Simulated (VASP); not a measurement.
# W (P6_3/mmc) in VASP: further runs, part 2 of 2

VASP 6.6.1. Earlier steps stand in the parts before.

## 3. Relaxation of cell and atoms, PBE

File INCAR:

```
  ALGO = Normal
  EDIFF = 1E-6
  EDIFFG = -0.04
  ENCUT = 600
  GGA = PE
  IBRION = 2
  ISIF = 3
  ISMEAR = 0
  LASPH = True
  LCHARG = False
  LREAL = False
  LWAVE = False
  NELM = 100
  NSW = 90
  PREC = Accurate
  SIGMA = 0.1
```

File KPOINTS:

```
k-points
0
Gamma
  9 9 2
```

File POSCAR:

```
W
1.0
    2.7833847628      0.0000000000      0.0000000000
   -1.3916923814      2.4104819131      0.0000000000
    0.0000000000      0.0000000000      9.8647541620
W
4
Direct
    0.0000000000      0.0000000000      0.0000000000
    0.0000000000      0.0000000000      0.5000000000
    0.3333333333      0.6666666667      0.7500000000
    0.6666666667      0.3333333333      0.2500000000
```

Potentials or basis: VASP PAW PBE potentials, release 64 (W_sv).

Launch:

```bash
$ cat potpaw_PBE.64/W_sv/POTCAR > POTCAR
$ mpirun -np 1 vasp_std > vasp.out
```

OUTCAR:

```text
EDIFF = 1E-6
   EDIFFG = -0.04
   ENCUT = 600
   GGA = PE
   IBRION = 2
   ISIF = 3
   ISMEAR = 0
   LASPH = True
   LREAL = False
   NELM = 100
   NSW = 90
   PREC = Accurate

 ion  position               nearest neighbor table
   1  0.000  0.000  0.000-   3 2.94   4 2.94   4 2.94   3 2.94   4 2.94   3 2.94
   2  0.000  0.000  0.500-   3 2.94   4 2.94   4 2.94   3 2.94   4 2.94   3 2.94
   3  0.333  0.667  0.750-   1 2.94   2 2.94   1 2.94   2 2.94   1 2.94   2 2.94
   4  0.667  0.333  0.250-   1 2.94   2 2.94   1 2.94   2 2.94   1 2.94   2 2.94

  LATTYP: Found a hexagonal cell.
 ALAT       =     2.7833847628
 C/A-ratio  =     3.5441575645

  Lattice vectors:

 A1 = (   2.7833847628,   0.0000000000,   0.0000000000)
 A2 = (  -1.3916923814,   2.4104819131,   0.0000000000)
 A3 = (   0.0000000000,   0.0000000000,   9.8647541620)

Analysis of symmetry for initial positions (statically):
=====================================================================
 Subroutine PRICEL returns:
 Original cell was already a primitive cell.

 Routine SETGRP: Setting up the symmetry group for a
 hexagonal supercell.

 Subroutine GETGRP returns: Found 24 space group operations
 (whereof 12 operations were pure point group operations)
 out of a pool of 24 trial point group operations.

The static configuration has the point symmetry D_3d.
 The point group associated with its full space group is D_6h.

Analysis of symmetry for dynamics (positions and initial velocities):
=====================================================================
 Subroutine PRICEL returns:
 Original cell was already a primitive cell.

 Routine SETGRP: Setting up the symmetry group for a
 hexagonal supercell.

 Subroutine GETGRP returns: Found 24 space group operations
 (whereof 12 operations were pure point group operations)
 out of a pool of 24 trial point group operations.

The dynamic configuration has the point symmetry D_3d.
 The point group associated with its full space group is D_6h.

 Subroutine INISYM returns: Found 24 space group operations
 (whereof 12 operations are pure point group operations),
 and found     1 'primitive' translations

----------------------------------------------------------------------------------------

                                     Primitive cell

  volume of cell :      66.1856

  direct lattice vectors                    reciprocal lattice vectors
     2.783384763  0.000000000  0.000000000     0.359274799  0.207427402  0.000000000
    -1.391692381  2.410481913  0.000000000     0.000000000  0.414854803  0.000000000
     0.000000000  0.000000000  9.864754162     0.000000000  0.000000000  0.101371001

  length of vectors
     2.783384763  2.783384763  9.864754162     0.414854803  0.414854803  0.101371001

  position of ions in fractional coordinates (direct lattice)
     0.000000000  0.000000000  0.000000000
     0.000000000  0.000000000  0.500000000
     0.333333333  0.666666667  0.750000000
     0.666666667  0.333333333  0.250000000

  ion indices of the primitive-cell ions
   primitive index   ion index
                 1           1
                 2           2
                 3           3
                 4           4

----------------------------------------------------------------------------------------

 KPOINTS: k-points

Automatic generation of k-mesh.
 Grid dimensions read from file:
 generate k-points for:    9    9    2

 Generating k-lattice:

  Cartesian coordinates                     Fractional coordinates (reciprocal lattice)
     0.039919422  0.023047489  0.000000000     0.111111111  0.000000000  0.000000000
     0.000000000  0.046094978  0.000000000     0.000000000  0.111111111  0.000000000
     0.000000000  0.000000000  0.050685500     0.000000000  0.000000000  0.500000000

  Length of vectors
     0.046094978  0.046094978  0.050685500

  Shift w.r.t. Gamma in fractional coordinates (k-lattice)
     0.000000000  0.000000000  0.000000000

 Subroutine IBZKPT returns following result:
 ===========================================

 Found     24 irreducible k-points:

 Following reciprocal coordinates:
            Coordinates               Weight
  0.000000  0.000000  0.000000      1.000000
  0.111111 -0.000000  0.000000      6.000000
  0.222222  0.000000  0.000000      6.000000
  0.333333  0.000000  0.000000      6.000000
  0.444444  0.000000  0.000000      6.000000
  0.111111  0.111111  0.000000      6.000000
[... 16 lines left out ...]
  0.333333  0.222222  0.500000     12.000000
  0.333333  0.333333  0.500000      2.000000
   k-points           NKPTS =     24   k-points in BZ     NKDIM =     24   number of bands    NBANDS=     33
   number of dos      NEDOS =    301   number of ions     NIONS =      4
   total plane-waves  NPLWV =  46080
   dimension x,y,z NGX =    24 NGY =   24 NGZ =   80
   dimension x,y,z NGXF=    48 NGYF=   48 NGZF=  160
   ions per type =               4
   NGX,Y,Z   is equivalent  to a cutoff of  14.33, 14.33, 13.48 a.u.
   NGXF,Y,Z  is equivalent  to a cutoff of  28.67, 28.67, 26.96 a.u.
 SYSTEM =  unknown system
   PREC   = accura    normal or accurate (medium, high low for compatibility)
   ISTART =      0    job   : 0-new  1-cont  2-samecut
   ICHARG =      2    charge: 1-file 2-atom 10-const
   ISPIN  =      1    spin polarized calculation?
   LNONCOLLINEAR =      F non collinear calculations
   LSORBIT =      F    spin-orbit coupling
   LASPH  =      T    aspherical Exc in radial PAW
   ENCUT  =  600.0 eV  44.10 Ry    6.64 a.u.   5.56  5.56 19.70*2*pi/ulx,y,z
   NELM   =    100;   NELMIN=  2; NELMDL= -5     # of ELM steps
   EDIFF  = 0.1E-05   stopping-criterion for ELM
   LREAL  =      F    real-space projection
   EDIFFG = -.4E-01   stopping-criterion for IOM
   NSW    =     90    number of steps for IOM
   IBRION =      2    ionic relax: 0-MD 1-quasi-New 2-CG
   NFREE  =      1    steps in history (QN), initial steepest desc. (CG)
   ISIF   =      3    stress and relaxation
   ISYM   =      2    0-nonsym 1-usesym 2-fastsym
   POTIM  = 0.5000    time-step for ionic-motion
   TEBEG  =    0.0;   TEEND  =   0.0 temperature during run
   PSTRESS=    0.0 pullay stress
   NELECT =      56.0000    total number of electrons
   NUPDOWN=      -1.0000    fix difference up-down
   EMIN   =  10.00;   EMAX   =-10.00  energy-range for DOS
   EFERMI =   0.00;   METHOD = LEGACY
   ISMEAR =     0;   SIGMA  =   0.10  broadening in eV -4-tet -1-fermi 0-gaus
   EFERMI_NEDOS =   21; number of points for ismear=-14 and -15
   IALGO  =     38    algorithm
   IMIX   =      4    mixing-type and parameters
     AMIX     =   0.40;   BMIX     =  1.00
     AMIX_MAG =   1.60;   BMIX_MAG =  1.00
  volume/ion in A,a.u.               =      16.55       111.66
  Fermi-wavevector in a.u.,A,eV,Ry     =   1.548400  2.926051 32.620529  2.397541
  Thomas-Fermi vector in A             =   2.653355
   LORBIT       =      0    0 simple, 1 ext, 2 COOP (PROOUT), +10 PAW based schemes
   GGA     = PE    functional components
   LHFCALC =     F    Hartree Fock is set to
   AEXX    =    0.0000 exact exchange contribution
   IVDW    =     0    specifies the selected vdW correction
   LEPSILON=     F    determine dielectric tensor
   LRPA    =     F    only Hartree local field effects (RPA)
 conjugate gradient relaxation of ions
 non-spin polarized calculation
 Gauss-broadening in eV      SIGMA  =   0.10
  energy-cutoff  :      600.00
  volume of cell :       66.19
 maximum number of plane-waves:      2259
 NGX is ok and might be reduce to    24
   NGX = 11   NGY = 11   NGZ = 39

--------------------------------------- Ionic step        1  -------------------------------------------

 number of electron      56.0000007 magnetization

 Free energy of the ion-electron system (eV)
  ---------------------------------------------------
  ext. energy  EPLUGINS =         0.00000000
  ---------------------------------------------------
  free energy    TOTEN  =       -49.88177675 eV

  energy without entropy =      -49.86680365  energy(sigma->0) =      -49.87429020

------------------------ aborting loop because EDIFF is reached ----------------------------------------

  FORCE on cell =-STRESS in cart. coord.  units (eV):
  Direction    XX          YY          ZZ          XY          YZ          ZX
  --------------------------------------------------------------------------------------
  -------------------------------------------------------------------------------------
  Total        0.3029278      0.3029278     -0.3307921      0.0000000      0.0000000      0.0000000
  in kB        7.3330777      7.3330777     -8.0075990      0.0000000      0.0000000      0.0000000
  external PRESSURE =       2.2195188 kB  Pullay stress =       0.0000000 kB
[... 61 lines left out ...]
  energy  without entropy=      -49.8639522011  energy(sigma->0) =      -49.87242382

--------------------------------------- Ionic step        3  -------------------------------------------

 number of electron      56.0000008 magnetization

 Free energy of the ion-electron system (eV)
  ---------------------------------------------------
  ext. energy  EPLUGINS =         0.00000000
  ---------------------------------------------------
  free energy    TOTEN  =       -49.88246239 eV

  energy without entropy =      -49.86693833  energy(sigma->0) =      -49.87470036

 E-fermi :  10.4644     XC(G=0): -13.3770

 val. band max:       10.4630936266   @ k =   0.1111  -0.0000   0.5000
 cond. band min:      10.4784195395   @ k =   0.0000   0.0000   0.0000
 fundamental gap:      0.0153259129
 Fermi energy:        10.4644221048

 k-point     1 :       0.0000    0.0000    0.0000
  band No.  band energies     occupation
      1     -63.3457      2.00000
      2     -63.3221      2.00000
      3     -63.2925      2.00000
      4     -63.2687      2.00000
      5     -28.0587      2.00000
      6     -27.6347      2.00000
[... 884 lines left out ...]
  FREE ENERGIE OF THE ION-ELECTRON SYSTEM (eV)
  ---------------------------------------------------
  free  energy   TOTEN  =       -49.8824623891 eV

  energy  without entropy=      -49.8669383305  energy(sigma->0) =      -49.87470036

 reached required accuracy - stopping structural energy minimisation
```

OSZICAR:

```text
N       E                     dE             d eps       ncg     rms          rms(c)
DAV:   1     0.733185556189E+03    0.73319E+03   -0.35080E+04  1584   0.218E+03
DAV:   2    -0.136795905595E+02   -0.74687E+03   -0.73790E+03  1667   0.654E+02
DAV:   3    -0.514426738481E+02   -0.37763E+02   -0.36745E+02  1993   0.132E+02
[... 25 lines left out ...]
DAV:   3    -0.498825537733E+02    0.24606E-02   -0.92675E-03  1901   0.725E-01    0.143E-01
DAV:   4    -0.498824560660E+02    0.97707E-04   -0.15545E-03  1957   0.367E-01    0.975E-02
DAV:   5    -0.498825026099E+02   -0.46544E-04   -0.16176E-04  1911   0.103E-01    0.420E-02
DAV:   6    -0.498824620848E+02    0.40525E-04   -0.12112E-04  1875   0.785E-02    0.476E-03
DAV:   7    -0.498824623891E+02   -0.30433E-06   -0.50302E-06  1630   0.186E-02
   3 F= -.49882462E+02 E0= -.49874700E+02  d E =-.685642E-03
```

CONTCAR:

```text
W
   1.00000000000000
     2.7873787556981586    0.0000000000000000    0.0000000000000000
    -1.3936893778490793    2.4139408124123776   -0.0000000000000000
     0.0000000000000000    0.0000000000000000    9.8492967657915589
  W
     4
Direct
     0.0000000000000000    0.0000000000000000    0.0000000000000000
     0.0000000000000000    0.0000000000000000    0.5000000000000000
     0.3333333332999970    0.6666666667000030    0.7500000000000000
     0.6666666667000030    0.3333333332999970    0.2500000000000000

  0.00000000E+00  0.00000000E+00  0.00000000E+00
  0.00000000E+00  0.00000000E+00  0.00000000E+00
  0.00000000E+00  0.00000000E+00  0.00000000E+00
  0.00000000E+00  0.00000000E+00  0.00000000E+00
```

It took 1.8 min on 1 thread of AMD EPYC 7R13 (Zen 3), shared host; peak memory 0.2 GiB.

What came out:

- Free energy: -49.8825 eV
- Relaxed volume: 16.57 Å³/atom
- Relaxed cell: a = 2.787 Å, b = 2.787 Å, c = 9.849 Å, α = 90.00°, β = 90.00°, γ = 120.00°
- Space group after relaxing (to 0.05 Å): P6_3/mmc (No. 194)
- Energy gained by relaxing: 0.2 meV/atom
- Ionic steps: 3
- Pressure after relaxing: -0.3 GPa
- Band gap on the k mesh: none (metal or under the smearing width)

Step by step:
| step | energy change (eV) | largest force (eV/Å) | pressure (GPa) | volume (Å³) |
| --- | --- | --- | --- | --- |
| 1 | 0.0000 | 0.0000 | 0.22 | 66.19 |
| 2 | 0.0009 | 0.0000 | -0.97 | 66.40 |
| 3 | -0.0007 | 0.0000 | -0.26 | 66.27 |

Final structure:
```
CELL_PARAMETERS angstrom
2.78738 0.00000 0.00000
-1.39369 2.41394 0.00000
0.00000 0.00000 9.84930
ATOMIC_POSITIONS crystal
W 0.00000 0.00000 0.00000
W 0.00000 0.00000 0.50000
W 0.33333 0.66667 0.75000
W 0.66667 0.33333 0.25000
```

Levels at points of the mesh, in eV from the Fermi level:
```
           k point  band 25  band 26  band 27  band 28  band 29  band 30  band 31  band 32
(0.00, 0.00, 0.00)    -0.56    -0.43    -0.43    -0.26    -0.15    -0.15     0.01     0.01
(0.00, 0.00, 0.50)    -0.45    -0.45    -0.45    -0.45    -0.14    -0.14    -0.14    -0.14
```

Spin-orbit coupling is left out, which matters for the levels of W.

## 4. Single point, PBE

This run uses another cell than the first one, of 17.05 Å³/atom, 1.032 times its volume.

File INCAR:

```
SYSTEM = W
PREC = Accurate ; ENCUT = 520
EDIFF = 1E-7 ; ISMEAR = 0
SIGMA = 0.1 ; LREAL = .FALSE.
LASPH = .TRUE. ; NELM = 100
ALGO = Normal ; ISIF = 2
LWAVE = .FALSE. ; LCHARG = .FALSE.
GGA = PE ; NBANDS = 36
```

File KPOINTS:

```
regular mesh
0
G
  9 9 2
  0 0 0
```

File POSCAR:

```
W
1.0
    2.9009331593      0.0000000000      0.0000000000
   -1.4504665796      2.5122818107      0.0000000000
    0.0000000000      0.0000000000      9.3560820043
W
4
Direct
    0.0000000000      0.0000000000      0.0000000000
    0.0000000000      0.0000000000      0.5000000000
    0.3333333333      0.6666666667      0.7500000000
    0.6666666667      0.3333333333      0.2500000000
```

Launch:

```bash
$ cat potpaw_PBE.64/W_sv/POTCAR > POTCAR
$ mpirun -np 1 vasp_std > vasp.out
```

Wall time 50 s (1 thread of AMD EPYC 7R13 (Zen 3), shared host); peak memory 0.17 GiB.

Results (log left out):

```yaml
Free_energy: -49.6037 eV
Pressure: -9.1 GPa
Band_gap_on_the_k_mesh: none (metal or under the smearing width)
```

Stress tensor (GPa, compression positive):
```
-12.26   0.00   0.00
  0.00 -12.26   0.00
  0.00   0.00  -2.78
```

Levels at points of the mesh, in eV from the Fermi level:
```csv
k point,band 26,band 27,band 28,band 29,band 30,band 31
"(0.00, 0.00, 0.00)",-0.66,-0.39,-0.12,-0.12,0.05,0.05
"(0.00, 0.00, 0.50)",-0.56,-0.56,-0.56,-0.27,-0.27,-0.27
```

The run has no spin-orbit coupling, so splittings on W are missing.

## 5. Single point, PBE

This run uses another cell than the first one, of 17.00 Å³/atom, 1.029 times its volume.

File INCAR:

```
ALGO = Fast ; EDIFF = 1E-6
ENCUT = 520 ; GGA = PE
ISIF = 2 ; ISMEAR = 0
LASPH = True ; LCHARG = False
LREAL = False ; LWAVE = False
NBANDS = 36 ; NELM = 100
PREC = Accurate ; SIGMA = 0.1
```

File KPOINTS:

```
k-points
0
Gamma
  12 12 16
```

File POSCAR:

```
W
1.0
    2.2155083178     -4.9877095151      0.0000000000
    2.2155083178      4.9877095151      0.0000000000
    0.0000000000      0.0000000000      3.0763769253
W
4
Direct
    0.6332503962      0.3667496038      0.5000000000
    0.1332503962      0.8667496038      1.0000000000
    0.3667496038      0.6332503962      0.5000000000
    0.8667496038      0.1332503962      0.0000000000
```

Launch:

```bash
$ cat potpaw_PBE.64/W_sv/POTCAR > POTCAR
$ mpirun -np 1 vasp_std > vasp.out
```

Run time: 14 min. Hardware: 1 thread of AMD EPYC 7R13 (Zen 3), shared host; peak memory 0.66 GiB.

The run converged. Its results:

```
Free energy            : -48.8942 eV
Pressure               : 0.5 GPa
Band gap on the k mesh : none (metal or under the smearing width)
```

Stress tensor (GPa, compression positive):
```
0.62 0.00 0.00
0.00 0.55 0.00
0.00 0.00 0.47
```

Levels at points of the mesh, in eV from the Fermi level:
| k point | band 26 | band 27 | band 28 | band 29 | band 30 | band 31 |
| --- | --- | --- | --- | --- | --- | --- |
| (0.00, 0.00, 0.00) | -1.99 | -0.50 | -0.36 | 1.62 | 1.65 | 2.21 |
| (0.50, 0.00, 0.00) | -0.93 | -0.71 | -0.71 | 0.10 | 0.10 | 0.27 |
| (0.50, 0.50, 0.00) | -0.78 | -0.64 | 0.28 | 0.71 | 1.26 | 1.74 |
| (0.00, 0.00, 0.50) | -1.86 | -0.47 | -0.47 | 0.57 | 0.57 | 0.95 |
| (0.50, 0.00, 0.50) | -0.52 | 0.07 | 0.07 | 1.60 | 1.60 | 3.25 |
| (0.50, 0.50, 0.50) | -1.89 | -0.73 | -0.73 | -0.27 | -0.27 | 1.26 |

## 6. Overview

| task | cell | k mesh | cutoff (eV) | gap on the mesh (eV) | pressure (GPa) |
| --- | --- | --- | --- | --- | --- |
| single point | P6_3/mmc, 16.52 Å³/atom | 9 × 9 × 2 | 520 | none | 0.5 |
| relaxation of cell and atoms | relaxed | 9 × 9 × 2 | 600 | none | -0.3 |
| single point | P6_3/mmc, 17.05 Å³/atom | 9 × 9 × 2 | 520 | none | -9.1 |
| single point | Fmmm, 17.0 Å³/atom | 12 × 12 × 16 | 520 | none | 0.5 |

Alike in all rows: level PBE; potentials or basis VASP PAW PBE potentials, release 64 (W_sv); no spin polarisation; smearing gaussian 0.1 eV.

Every run on the cell as given and a fine mesh finds a metal.

Absolute energies hang on the potentials; compare differences alone.
